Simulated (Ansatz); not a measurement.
Runs of Ansatz 0.2.0 on P. The structure is orthorhombic, space group Cmce (No. 64). Conventional cell: a = 3.295 Å, b = 10.930 Å, c = 4.544 Å, α = 90.00°, β = 90.00°, γ = 90.00°. P (site symmetry m) is surrounded by 3 P at 2.20 to 2.25 Å. 

```tsv
task	level	potentials or basis	spin	k mesh	cutoff (eV)	smearing	search for lower states	basis error allowed	mesh quality	gap on the mesh (eV)	pressure (GPa)	V0 of scaled cells (Å³/atom)	B0 (GPa)	largest force (eV/Å)
equation of state	PBE	all-electron LAPW, scalar-relativistic	off	8 × 8 × 6	-	fermi-dirac 0.05 eV	-	0.001 eV/atom	not flagged	-	-	21.03	(b)	-
single point	PBE	all-electron LAPW, scalar-relativistic	off	6 × 6 × 4	221	fermi-dirac 0.04 eV	-	0.002 eV/atom	not flagged	0.10	2.1	-	-	0.34
equation of state	PBEsol	all-electron LAPW, scalar-relativistic	collinear, random start	8 × 8 × 6	-	gaussian 0.1 eV	-	0.001 eV/atom	not flagged	-	-	20.30	76	-
single point	PBEsol	all-electron LAPW, scalar-relativistic	off	5 × 5 × 4	222	fermi-dirac 0.03 eV	-	0.002 eV/atom	not flagged	(d)	(c)	-	-	0.29
single point	PBEsol	all-electron LAPW, scalar-relativistic	off	8 × 8 × 6	247	fermi-dirac 0.05 eV	-	0.001 eV/atom	not flagged	0.01	-0.6	-	-	0.29
single point	PBE	all-electron LAPW, scalar-relativistic	off	3 × 3 × 2	221	fermi-dirac 0.02 eV	-	0.002 eV/atom	coarse	0.65	2.4	-	-	0.36
single point	PBE	all-electron LAPW, scalar-relativistic	off	4 × 4 × 3	207	fermi-dirac 0.03 eV	-	0.003 eV/atom	coarse	0.10	(a)	-	-	0.31
phonons	BLYP	all-electron PAW datasets made for the crystal	collinear, random start	8 × 8 × 6	240	fermi-dirac 0.1 eV	off	-	not flagged	0.20	-	-	-	0.47
```

Alike in all rows: cell as given.

**Question.** Estimate the missing entries.

**Answer.** (a) 2.2; (b) 69; (c) -0.5; (d) 0.37.

Caveats: some runs use coarse meshes; an odd mesh through Γ misses points on the zone boundary, where band edges often lie (some runs); the cell was scaled at fixed shape and fractional positions, which overstates the stiffness of a crystal with free parameters, most of all of layers and chains (some runs); a metal's response needs a denser mesh (some runs).

Not every run made on this cell is shown here.
